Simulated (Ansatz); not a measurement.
## CaO: from a first guess to the relaxed wurtzite type

First guess:

```yaml
crystal:
  lattice:
    - [3.58240, 0.00000, 0.00000]
    - [-1.79120, 3.10245, 0.00000]
    - [0.00000, 0.00000, 5.83931]
  atoms:
    - { symbol: Ca, position: [0.33333, 0.66667, 0.00000] }
    - { symbol: Ca, position: [0.66667, 0.33333, 0.50000] }
    - { symbol: O, position: [0.33333, 0.66667, 0.37600] }
    - { symbol: O, position: [0.66667, 0.33333, 0.87600] }
```

The calculation used DFT, PBE, PAW with Ansatz's default frozen-core files, scalar-relativistic (Ansatz 0.2.0).

Cell and atoms relax within the symmetry of the start on a 12×12×6 k mesh with 0.05 eV Fermi–Dirac smearing.

The start is built from a prototype, known or not as a phase of this compound; the cutoff is 420 eV.

(1) What is the pressure of the first guess?

(2) What does it relax to?

(3) How much energy does the relaxation release?

Answers

(1) 9.62 GPa.

(2) a = 4.004 Å, b = 4.004 Å, c = 4.808 Å, α = 90.00°, β = 90.00°, γ = 120.00° (conventional cell), 16.69 Å³ per atom:
```cif
data_structure
_symmetry_space_group_name_H-M 'P6_3/mmc'
_symmetry_Int_Tables_number 194
_cell_length_a 4.0042
_cell_length_b 4.0042
_cell_length_c 4.8083
_cell_angle_alpha 90.000
_cell_angle_beta 90.000
_cell_angle_gamma 120.000
_cell_volume 66.77
loop_
_atom_site_label
_atom_site_type_symbol
_atom_site_symmetry_multiplicity
_atom_site_Wyckoff_symbol
_atom_site_fract_x
_atom_site_fract_y
_atom_site_fract_z
_atom_site_occupancy
Ca1 Ca 2 d 0.33333 0.66667 0.75000 1
O1 O 2 c 0.33333 0.66667 0.25000 1
```
It has left the symmetry of the starting type.

(3) 129 meV/atom.
